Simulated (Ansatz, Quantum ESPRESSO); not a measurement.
Given: the input of a run of Ansatz 0.2.0 on Pt. This isn't the form of Pt at room conditions, which is fcc.

File input.yaml:

```yaml
crystal:
  lattice:
    - [-1.58422, 1.58422, 1.58422]
    - [1.58422, -1.58422, 1.58422]
    - [1.58422, 1.58422, -1.58422]
  atoms:
    - { symbol: Pt, position: [0.0, 0.0, 0.0] }
hamiltonian:
  xc: pbesol
  pseudopotentials: { kind: paw }
  dispersion: d4
kpoints:
  mp_grid: { grid: [12, 12, 12] }
scf:
  occupations: { method: fermi_dirac, width: 0.05 }
output:
  forces: true
  stress: true
  eigenvalues: true
relax:
  f_tol: 0.01
  max_steps: 40
  cell: { stress_tol: 0.05 }
```

Potentials or basis: Ansatz PAW.

Command:

```bash
$ ansatz run input.yaml --threads 2 --pin off --max-ram 5632MiB --backend cpu --events-out ev --progress --plain --runs-dir out
```

Problem. What does the same run look like in Quantum ESPRESSO 7.5 (ASE script)? Potentials or basis there: GBRV 1.5 PBEsol, cutoff 612 eV.

Solution. As run (cutoffs and basis follow the program's own potentials, and thresholds, step limits or extra output files can differ):

The input run.py:

```python
import numpy as np
from ase.calculators.espresso import Espresso, EspressoProfile
from ase.io import read

atoms = read('Pt.cif')

input_data = {
    'control': {'calculation': 'scf', 'prefix': 'pwscf', 'outdir': './tmp', 'tprnfor': True, 'tstress': True, 'disk_io': 'low'},
    'system': {'ecutwfc': 45.0, 'ecutrho': 360.0, 'nbnd': 14, 'occupations': 'smearing', 'smearing': 'fd', 'degauss': 0.00367493},
    'electrons': {'conv_thr': 2e-10, 'electron_maxstep': 120, 'mixing_beta': 0.5},
}
pseudopotentials = {'Pt': 'pt_pbesol_v1.4.uspp.F.UPF'}
profile = EspressoProfile(command='mpirun -n 2 pw.x -nk 2', pseudo_dir='pseudo')
dft = Espresso(profile=profile, input_data=input_data, pseudopotentials=pseudopotentials, kpts=(12, 12, 12), koffset=(0, 0, 0))
from ase.calculators.mixing import SumCalculator
from dftd4.ase import DFTD4
d4 = DFTD4(method='pbesol')
atoms.calc = SumCalculator([dft, d4])

from ase.optimize import LBFGS
from ase.filters import FrechetCellFilter
done = LBFGS(FrechetCellFilter(atoms), trajectory='opt.traj').run(fmax=0.02, steps=30)
print('converged', done)
print('cell (A)', np.round(atoms.cell.cellpar(), 5))
print(f'energy {atoms.get_potential_energy():.8f} eV')
print('forces (eV/A)')
print(np.round(atoms.get_forces(), 6))
print('stress (eV/A^3, Voigt)')
print(np.round(atoms.get_stress(), 8))
print(f'Fermi level {dft.get_fermi_level():.4f} eV')
print(f'D4 part {d4.get_potential_energy(atoms):.8f} eV')
atoms.write('final.traj')
```

Pt.cif

```cif
data_Pt
_cell_length_a 2.74394953
_cell_length_b 2.74394953
_cell_length_c 2.74394953
_cell_angle_alpha 109.47122063
_cell_angle_beta 109.47122063
_cell_angle_gamma 109.47122063
_space_group_name_H-M_alt 'P1'
_space_group_name_Hall 'P 1'
_space_group_IT_number 1
loop_
_space_group_symop_operation_xyz
'x,y,z'
loop_
_atom_site_label
_atom_site_type_symbol
_atom_site_symmetry_multiplicity
_atom_site_Wyckoff_symbol
_atom_site_fract_x
_atom_site_fract_y
_atom_site_fract_z
_atom_site_occupancy
Pt1 Pt 1 a 0.0000000000 0.0000000000 0.0000000000 1
```

Potentials or basis: GBRV 1.5 PBEsol.

Run with:

```bash
$ OMP_NUM_THREADS=1 python run.py
```

Both were run:

|  | Ansatz | Quantum ESPRESSO |
| --- | --- | --- |
| Relaxed volume | 14.97 Å³/atom | 14.91 Å³/atom |
| Relaxed cell | a = 2.689 Å, b = 2.689 Å, c = 2.689 Å, α = 109.47°, β = 109.47°, γ = 109.47° | a = 2.686 Å, b = 2.686 Å, c = 2.686 Å, α = 109.47°, β = 109.47°, γ = 109.47° |
| Space group after relaxing | Im-3m (No. 229) | Im-3m (No. 229) |
| Pressure after relaxing | 0.0 GPa | -0.1 GPa |

Ansatz's pressure holds a Pulay term of +0.07 GPa for its cutoff of 420 eV, which the other run lacks.

The potentials hold 18 and 16 valence electrons a cell.

Ansatz's potentials were made for PBE.

Where Ansatz's input types no cutoff or centring, it takes its own default and a Γ-centred mesh.

Pressure is positive in compression.
